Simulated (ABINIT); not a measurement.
# GaN (F-43m) in ABINIT: settings compared, part 2 of 2

ABINIT 10.8.3 (patched build). Earlier steps stand in the parts before.

### Step 4. Band structure, BLYP

run.abi

```
# Datasets: ground state, then fixed potential
ndtset 2

# Pseudopotentials
pp_dirpath "./"
pseudos "Ga.GGA_PBE-JTH.xml, N.GGA_PBE-JTH.xml"

# Structure
acell 3.1869311219 3.1869311219 3.1869311219 Angstrom
rprim
     0.0000000000     0.7071067812     0.7071067812
     0.7071067812     0.0000000000     0.7071067812
     0.7071067812     0.7071067812     0.0000000000
ntypat 2
znucl 31 7
natom 2
typat 1 2
xred
     0.0000000000     0.0000000000     0.0000000000
     0.2500000000     0.2500000000     0.2500000000

# Plane-wave basis
ecut 25.0
pawecutdg 47.0

# Exchange and correlation
ixc -106131

# Bands and occupations
occopt 3
tsmear 0.05 eV

# SCF cycle
nstep 100

# Output
iomode 3
prtwf 0
prteig 0
prtebands 0
prtden1 1
prtvha1 1
prtvclmb1 1
prtpot1 1

# Dataset 1
kptopt1 1
ngkpt1 10 10 10
nshiftk1 1
shiftk1 0.0 0.0 0.0
nband1 13
tolvrs1 1.0e-9

# Dataset 2: bands along G-X-W-K-G-L-U-W-L-K
iscf2 -2
getden2 1
nband2 17
nbdbuf2 2
tolwfr2 1.0e-12
kptopt2 -9
ndivsm2 6
prteig2 1
prtvol2 -3
kptbounds2
     0.0000000000     0.0000000000     0.0000000000
     0.5000000000     0.0000000000     0.5000000000
     0.5000000000     0.2500000000     0.7500000000
     0.3750000000     0.3750000000     0.7500000000
     0.0000000000     0.0000000000     0.0000000000
     0.5000000000     0.5000000000     0.5000000000
     0.6250000000     0.2500000000     0.6250000000
     0.5000000000     0.2500000000     0.7500000000
     0.5000000000     0.5000000000     0.5000000000
     0.3750000000     0.3750000000     0.7500000000
```

Potentials or basis: JTH PAW PBE v2.0.

Command:

```
$ abinit run.abi > log 2>&1
```

run.abo:

```text
.Version 10.8.3 of ABINIT
 DATASET    1 : space group F-4 3 m (#216); Bravais cF (face-center cubic)
================================================================================
 Values of the parameters that define the memory need for DATASET  1.
     intxc =       0    ionmov =       0      iscf =      17    lmnmax =      18
     lnmax =       6     mgfft =      30  mpssoang =       3    mqgrid =    3001
     natom =       2  nloc_mem =       2    nspden =       1   nspinor =       1
    nsppol =       1      nsym =      24    n1xccc =       1    ntypat =       2
    occopt =       3   xclevel =       2
       mpw =         938          nfft =       27000          nkpt =          47
 PAW method is used; the additional fine FFT grid is defined by:
   mgfftf=        40    nfftf =     64000
================================================================================
================================================================================

[... 1504 lines left out ...]
   1.12584
 kpt# 103, nband= 17, wtk=  1.00000, kpt=  0.3750  0.3750  0.7500 (reduced coord)
  -0.32244   -0.26949   -0.26467   -0.26455   -0.26092   -0.19130    0.00995    0.07253
   0.14642    0.41661    0.51234    0.63732    0.69767    0.72878    0.98491    1.07146
   1.13678

== END DATASET(S) ==============================================================
================================================================================

 -outvars: echo values of variables after computation  --------
            acell      6.0224270025E+00  6.0224270025E+00  6.0224270025E+00 Bohr
           etotal1    -8.9093482251E+01
            fcart1     3.1614956824E-29  3.1614956824E-29 -9.4844870471E-29
                      -3.1614956824E-29 -3.1614956824E-29  9.4844870471E-29
            rprim      0.0000000000E+00  7.0710678120E-01  7.0710678120E-01
                       7.0710678120E-01  0.0000000000E+00  7.0710678120E-01
                       7.0710678120E-01  7.0710678120E-01  0.0000000000E+00
           strten1    -3.5886873475E-04 -3.5886873475E-04 -3.5886873475E-04
                       0.0000000000E+00  0.0000000000E+00  0.0000000000E+00
           xangst      0.0000000000E+00  0.0000000000E+00  0.0000000000E+00
                       1.1267503038E+00  1.1267503038E+00  1.1267503038E+00
             xred      0.0000000000E+00  0.0000000000E+00  0.0000000000E+00
                       2.5000000000E-01  2.5000000000E-01  2.5000000000E-01
 Calculation completed.
```

Wall time 1.7 min (1 thread of Intel Xeon Platinum 8259CL at 2.50GHz (Skylake/Cascade Lake), shared host); peak memory 0.12 GiB.

Results:

* Free energy: -2424.3572 eV
* Band gap on the k mesh: 1.84 eV, direct
* Valence electrons inside the program's atomic spheres: Ga 11.20; N 2.60

Levels at the corners of the path, in eV from the valence-band top:
```tsv
point	band 6	band 7	band 8	band 9	band 10	band 11	band 12	band 13
Γ	-13.27	0.00	0.00	0.00	1.84	10.31	10.31	10.31
X	-11.49	-6.11	-2.67	-2.67	3.61	6.67	11.86	13.95
W	-11.21	-5.70	-3.61	-3.55	6.42	8.25	10.34	11.38
K	-11.33	-5.86	-4.16	-2.14	5.21	7.81	11.21	12.86
Γ	-13.27	0.00	0.00	0.00	1.84	10.31	10.31	10.31
L	-11.94	-6.96	-0.96	-0.96	4.68	8.89	10.43	10.43
U	-11.33	-5.86	-4.16	-2.14	5.21	7.81	11.21	12.86
W	-11.21	-5.70	-3.61	-3.55	6.42	8.25	10.34	11.38
L	-11.94	-6.96	-0.96	-0.96	4.68	8.89	10.43	10.43
K	-11.33	-5.86	-4.16	-2.14	5.21	7.81	11.21	12.86
```

Caveat: the cutoff is too short for stress, so the log's stress isn't used; the PAW data sets were made with another functional, which shifts forces and pressure a little.

### Step 5. Band structure, revPBE

Changes to run.abi since step 4:

```diff
@@ -5,10 +5,10 @@
 pp_dirpath "./"
-pseudos "Ga.GGA_PBE-JTH.xml, N.GGA_PBE-JTH.xml"
+pseudos "Ga.upf, N.upf"
 
 # Structure
-acell 3.1869311219 3.1869311219 3.1869311219 Angstrom
+acell 3*1.0
 rprim
-     0.0000000000     0.7071067812     0.7071067812
-     0.7071067812     0.0000000000     0.7071067812
-     0.7071067812     0.7071067812     0.0000000000
+     0.0000000000     4.2584989699     4.2584989699
+     4.2584989699     0.0000000000     4.2584989699
+     4.2584989699     4.2584989699     0.0000000000
 ntypat 2
@@ -22,7 +22,6 @@
 # Plane-wave basis
-ecut 25.0
-pawecutdg 47.0
+ecut 42.0
 
 # Exchange and correlation
-ixc -106131
+ixc 14
 
@@ -30,3 +29,3 @@
 occopt 3
-tsmear 0.05 eV
+tsmear 0.00183747
 
@@ -40,6 +39,4 @@
 prtebands 0
+enunit 1
 prtden1 1
-prtvha1 1
-prtvclmb1 1
-prtpot1 1
 
@@ -51,3 +48,3 @@
 nband1 13
-tolvrs1 1.0e-9
+tolvrs1 1.0e-10
 
@@ -60,3 +57,3 @@
 kptopt2 -9
-ndivsm2 6
+ndivsm2 5
 prteig2 1
```

Potentials or basis: PseudoDojo NC SR PBE v0.4.1 standard.

Command:

```
$ abinit run.abi > log 2>&1
```

run.abo:

```text
.Version 10.8.3 of ABINIT
 DATASET    1 : space group F-4 3 m (#216); Bravais cF (face-center cubic)
================================================================================
 Values of the parameters that define the memory need for DATASET  1.
     intxc =       0    ionmov =       0      iscf =       7    lmnmax =       6
     lnmax =       6     mgfft =      36  mpssoang =       3    mqgrid =    3001
     natom =       2  nloc_mem =       1    nspden =       1   nspinor =       1
    nsppol =       1      nsym =      24    n1xccc =    2501    ntypat =       2
    occopt =       3   xclevel =       2
       mpw =        2020          nfft =       46656          nkpt =          47
================================================================================
================================================================================

 DATASET    2 : space group F-4 3 m (#216); Bravais cF (face-center cubic)
================================================================================
 Values of the parameters that define the memory need for DATASET  2.
     intxc =       0    ionmov =       0      iscf =      -2    lmnmax =       6
     lnmax =       6     mgfft =      36  mpssoang =       3    mqgrid =    3001
     natom =       2  nloc_mem =       1    nspden =       1   nspinor =       1
    nsppol =       1      nsym =      24    n1xccc =    2501    ntypat =       2
    occopt =       3   xclevel =       2
       mpw =        2033          nfft =       46656          nkpt =          87
================================================================================
[... 1243 lines left out ...]
   3.71230   11.37888   13.09895   15.90886   17.46168   20.52308   24.90870   27.07603
  28.98454
 kpt#  85, nband= 17, wtk=  1.00000, kpt=  0.4028  0.4028  0.6944 (reduced coord)
  -9.52263   -8.06907   -7.96426   -7.91919   -7.84161   -6.06689   -0.54653    1.47306
   3.54128   11.06766   13.31444   16.08429   17.81723   19.92213   25.12854   28.02078
  29.22683
 kpt#  86, nband= 17, wtk=  1.00000, kpt=  0.3889  0.3889  0.7222 (reduced coord)
  -9.51048   -8.06646   -7.94327   -7.92558   -7.84068   -5.99185   -0.40405    1.21186
   3.38915   10.75987   13.40774   16.33551   18.11772   19.43532   25.49427   28.39479
  29.76579
 kpt#  87, nband= 17, wtk=  1.00000, kpt=  0.3750  0.3750  0.7500 (reduced coord)
  -9.50392   -8.06611   -7.92941   -7.92815   -7.83613   -5.95911   -0.37575    1.20053
   3.26487   10.49130   13.37648   16.56297   18.34547   19.12581   26.00482   28.40344
  30.14283

== END DATASET(S) ==============================================================
================================================================================

 -outvars: echo values of variables after computation  --------
            acell      1.0000000000E+00  1.0000000000E+00  1.0000000000E+00 Bohr
           etotal1    -8.6929345655E+01
            fcart1    -0.0000000000E+00 -0.0000000000E+00 -0.0000000000E+00
                      -0.0000000000E+00 -0.0000000000E+00 -0.0000000000E+00
            rprim      0.0000000000E+00  4.2584989699E+00  4.2584989699E+00
                       4.2584989699E+00  0.0000000000E+00  4.2584989699E+00
                       4.2584989699E+00  4.2584989699E+00  0.0000000000E+00
           strten1    -2.7941441866E-04 -2.7941441866E-04 -2.7941441866E-04
                       0.0000000000E+00  0.0000000000E+00  0.0000000000E+00
           xangst      0.0000000000E+00  0.0000000000E+00  0.0000000000E+00
                       1.1267503030E+00  1.1267503030E+00  1.1267503030E+00
             xred      0.0000000000E+00  0.0000000000E+00  0.0000000000E+00
                       2.5000000000E-01  2.5000000000E-01  2.5000000000E-01
 Calculation completed.
```

It took 2.9 min on 1 thread of Intel Xeon Platinum 8259CL at 2.50GHz (Skylake/Cascade Lake), shared host; peak memory 0.11 GiB.

Results:

| Quantity | Value |
| --- | --- |
| Free energy | -2365.4680 eV |
| Pressure | 8.2 GPa |
| Band gap on the k mesh | 1.84 eV, direct |
| Band gap along the path | 1.84 eV, direct |
| Valence electrons inside the program's atomic spheres | Ga 10.87; N 5.25 |

Levels at the corners of the path, in eV from the valence-band top:
| point | band 7 | band 8 | band 9 | band 10 | band 11 | band 12 |
| --- | --- | --- | --- | --- | --- | --- |
| Γ | 0.00 | 0.00 | 0.00 | 1.84 | 10.47 | 10.47 |
| X | -6.05 | -2.67 | -2.67 | 3.44 | 6.81 | 11.79 |
| W | -5.61 | -3.66 | -3.59 | 6.27 | 8.50 | 10.39 |
| K | -5.78 | -4.21 | -2.14 | 5.08 | 7.97 | 11.16 |
| Γ | 0.00 | 0.00 | 0.00 | 1.84 | 10.47 | 10.47 |
| L | -6.96 | -0.95 | -0.95 | 4.79 | 8.78 | 10.48 |
| U | -5.78 | -4.21 | -2.14 | 5.08 | 7.97 | 11.16 |
| W | -5.61 | -3.66 | -3.59 | 6.27 | 8.50 | 10.39 |
| L | -6.96 | -0.95 | -0.95 | 4.79 | 8.78 | 10.48 |
| K | -5.78 | -4.21 | -2.14 | 5.08 | 7.97 | 11.16 |

Caveat: the potentials were made for another functional, which shifts forces and pressure.

### Step 6. Band structure, PBEsol

Changes to run.abi since step 5:

```diff
@@ -1,5 +1,3 @@
-# Datasets: ground state, then fixed potential
 ndtset 2
 
-# Pseudopotentials
 pp_dirpath "./"
@@ -7,8 +5,7 @@
 
-# Structure
-acell 3*1.0
+acell 6.0224269985 6.0224269985 6.0224269985
 rprim
-     0.0000000000     4.2584989699     4.2584989699
-     4.2584989699     0.0000000000     4.2584989699
-     4.2584989699     4.2584989699     0.0000000000
+     0.0000000000     0.7071067812     0.7071067812
+     0.7071067812     0.0000000000     0.7071067812
+     0.7071067812     0.7071067812     0.0000000000
 ntypat 2
@@ -21,16 +18,11 @@
 
-# Plane-wave basis
 ecut 42.0
 
-# Exchange and correlation
-ixc 14
+ixc -116133
 
-# Bands and occupations
 occopt 3
-tsmear 0.00183747
+tsmear 0.05 eV
 
-# SCF cycle
 nstep 100
 
-# Output
 iomode 3
@@ -42,3 +34,2 @@
 
-# Dataset 1
 kptopt1 1
@@ -50,3 +41,2 @@
 
-# Dataset 2: bands along G-X-W-K-G-L-U-W-L-K
 iscf2 -2
@@ -59,3 +49,2 @@
 prteig2 1
-prtvol2 -3
 kptbounds2
```

Potentials or basis: PseudoDojo NC SR PBEsol v0.4.1 standard.

Command:

```
$ abinit run.abi > log 2>&1
```

It took 2.9 min on 1 thread of Intel Xeon Platinum 8259CL at 2.50GHz (Skylake/Cascade Lake), shared host; peak memory 0.11 GiB.

It converged, with:

```yaml
Free_energy: -2360.0479 eV
Pressure: -0.9 GPa
Band_gap_on_the_k_mesh: 1.71 eV, direct
Band_gap_along_the_path: 1.71 eV, direct
Valence_electrons_inside_the_program's_atomic_spheres: Ga 10.88; N 5.20
```

Levels at the corners of the path, in eV from the valence-band top:
```
point  band 5  band 6  band 7  band 8  band 9  band 10  band 11  band 12  band 13  band 14
    Γ  -13.23  -13.23    0.00    0.00    0.00     1.71    10.25    10.25    10.25    17.39
    X  -13.16  -11.46   -6.17   -2.72   -2.72     3.25     6.58    11.58    13.87    13.87
    W  -13.22  -11.18   -5.73   -3.74   -3.68     6.13     8.37    10.21    10.96    15.18
    K  -13.20  -11.30   -5.91   -4.31   -2.19     4.90     7.82    10.95    12.77    13.49
    Γ  -13.23  -13.23    0.00    0.00    0.00     1.71    10.25    10.25    10.25    17.39
    L  -13.19  -11.92   -7.10   -0.97   -0.97     4.59     8.64    10.29    10.29    15.45
    U  -13.20  -11.30   -5.91   -4.31   -2.19     4.90     7.82    10.95    12.77    13.49
    W  -13.22  -11.18   -5.73   -3.74   -3.68     6.13     8.37    10.21    10.96    15.18
    L  -13.19  -11.92   -7.10   -0.97   -0.97     4.59     8.64    10.29    10.29    15.45
    K  -13.20  -11.30   -5.91   -4.31   -2.19     4.90     7.82    10.95    12.77    13.49
```

### Step 7. Summary

| level | potentials or basis | cutoff (eV) | fine-grid cutoff | gap on the mesh (eV) | pressure (GPa) |
| --- | --- | --- | --- | --- | --- |
| SOGGA | PseudoDojo NC SR PBEsol v0.4.1 standard | 1143 | - | 1.67 | -2.1 |
| LDA-PZ | JTH PAW LDA v2.0 | 680 | 1278.94 eV | 1.73 | - |
| BLYP | JTH PAW PBE v2.0 | 680 | 1278.94 eV | 1.84 | - |
| revPBE | PseudoDojo NC SR PBE v0.4.1 standard | 1143 | - | 1.84 | 8.2 |
| PBEsol | PseudoDojo NC SR PBEsol v0.4.1 standard | 1143 | - | 1.71 | -0.9 |

Alike in all rows: task band structure; no spin polarisation; cell as given; k mesh 10 × 10 × 10; smearing fermi-dirac 0.05 eV.

Caveats: the potentials were made for another functional, which shifts forces and pressure (some runs); the PAW data sets were made with another functional, which shifts forces and pressure a little (some runs).

Total energies depend on the potentials used, so only differences within one code and one set of settings carry meaning.

### Step 8. Against experiment

Step 2. Measured gap of GaN: 3.299 eV (direct; 0 K; a printed reference work, textbook). This calculation gives 1.67 eV (-1.62 eV). Spin-orbit coupling on Ga is left out. The value is that of SOGGA, without temperature or zero-point motion. The cell is a database's relaxed one, not the measured one, which moves gaps too.

Step 3. Against the measured gap of GaN, 3.299 eV (direct; 0 K; a printed reference work, textbook), the calculated 1.73 eV is off by -1.57 eV. Spin-orbit coupling on Ga is left out. The value is that of LDA-PZ, without temperature or zero-point motion. Semilocal functionals fall short of measured gaps as a rule. The cell is a database's relaxed one, not the measured one, which moves gaps too.

Step 4. Against the measured gap of GaN, 3.299 eV (direct; 0 K; a printed reference work, textbook), the calculated 1.84 eV is off by -1.46 eV. Spin-orbit coupling on Ga is left out. The value is that of BLYP, without temperature or zero-point motion. Semilocal functionals fall short of measured gaps as a rule. The cell is a database's relaxed one, not the measured one, which moves gaps too.

Step 5. Against the measured gap of GaN, 3.299 eV (direct; 0 K; a printed reference work, textbook), the calculated 1.84 eV is off by -1.46 eV. Spin-orbit coupling on Ga is left out. The value is that of revPBE, without temperature or zero-point motion. Semilocal functionals fall short of measured gaps as a rule. The cell is a database's relaxed one, not the measured one, which moves gaps too.

Step 6. Measured gap of GaN: 3.299 eV (direct; 0 K; a printed reference work, textbook). This calculation gives 1.71 eV (-1.59 eV). Spin-orbit coupling on Ga is left out. The value is that of PBEsol, without temperature or zero-point motion. Semilocal functionals fall short of measured gaps as a rule. The cell is a database's relaxed one, not the measured one, which moves gaps too.
